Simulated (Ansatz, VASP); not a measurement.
One calculation of FeO, two programs

The input INCAR:

```
PREC = Accurate ; ENCUT = 520
EDIFF = 1E-7 ; ISMEAR = -1
SIGMA = 0.05 ; LREAL = False
LASPH = True ; NELM = 150
ALGO = Normal ; ISIF = 2
LWAVE = False ; LCHARG = False
ISPIN = 2 ; MAGMOM = 3 3 0 0
LORBIT = 11 ; LMAXMIX = 4
GGA = PE ; NBANDS = 26
```

Contents of KPOINTS:

```
regular mesh
0
Gamma
  10 10 5
```

POSCAR

```
FeO
1.0
    2.7349706896     -1.5543283749      0.0000000000
    2.7349706896      1.5543283749      0.0000000000
   -0.2389065000      0.0000000000      5.3727977675
Fe O
2 2
Direct
    0.0000000000      0.0000000000      0.5000000000
    0.0000000000      0.0000000000      0.0000000000
    0.3354670000      0.3354670000      0.7442990000
    0.6645330000      0.6645330000      0.2557010000
```

The input input.yaml:

```yaml
crystal:
  lattice:
    - [2.7349706896, -1.5543283749, 0.0]
    - [2.7349706896, 1.5543283749, 0.0]
    - [-0.2389065, 0.0, 5.3727977675]
  atoms:
    - { symbol: Fe, position: [0.0, 0.0, 0.5], spin: 3.0 }
    - { symbol: Fe, position: [0.0, 0.0, 0.0], spin: 3.0 }
    - { symbol: O, position: [0.335467, 0.335467, 0.744299] }
    - { symbol: O, position: [0.664533, 0.664533, 0.255701] }
hamiltonian:
  xc: pbe
  pseudopotentials: { kind: paw }
magnetization:
  spin_polarized: true
kpoints:
  mp_grid: { grid: [10, 10, 5] }
scf:
  occupations: { method: fermi_dirac, width: 0.05 }
output:
  forces: true
  stress: true
  eigenvalues: true
```

Change from the starting cell: volume scaled by 1.06.

Alike in both runs: task single point; functional PBE; k mesh 10 × 10 × 5; occupations fermi-dirac, width 0.05 eV; collinear spin, ferromagnetic start.

```csv
,VASP,Ansatz
version,VASP 6.6.1,Ansatz 0.2.0
potentials or method,"VASP PAW PBE potentials, release 64 (Fe, O)",Ansatz PAW
plane-wave cutoff (eV),520,420
valence electrons in the cell,28,44
```

VASP gave:

| Quantity | Value |
| --- | --- |
| gap on the k mesh at the Fermi level (eV) | none |
| pressure (GPa) | -16.8 |
| largest component of the traceless stress (GPa) | 1.07 |
| rms of the force components (eV/Å) | 0.060 |
| net moment per atom (μB) | 2.00 |
| size of the moment on the site where the two differ most (μB) | 3.62 |

Question: What did Ansatz give for the same quantities?

Answer: gap on the k mesh at the Fermi level (eV): none; pressure (GPa): -16.7; largest component of the traceless stress (GPa): 1.09; rms of the force components (eV/Å): 0.057; net moment per atom (μB): 2.00; size of the moment on the site where the two differ most (μB): 3.48.

Site moments also hang on the region over which each program counts them. Atom by atom the forces differ by 0.003 eV/Å (rms over components). A gap of «none» marks a metal or a gap that the smearing closes. The two sets of potentials don't hold the same shells in valence.

Caveats: semilocal functionals often make such compounds metallic where correlation or magnetic order opens a gap, which also shifts bond lengths; only a ferromagnetic start was run, and an antiferromagnetic order may lie lower in energy; the pressure holds a Pulay correction of +0.6 GPa for the finite cutoff (Ansatz).
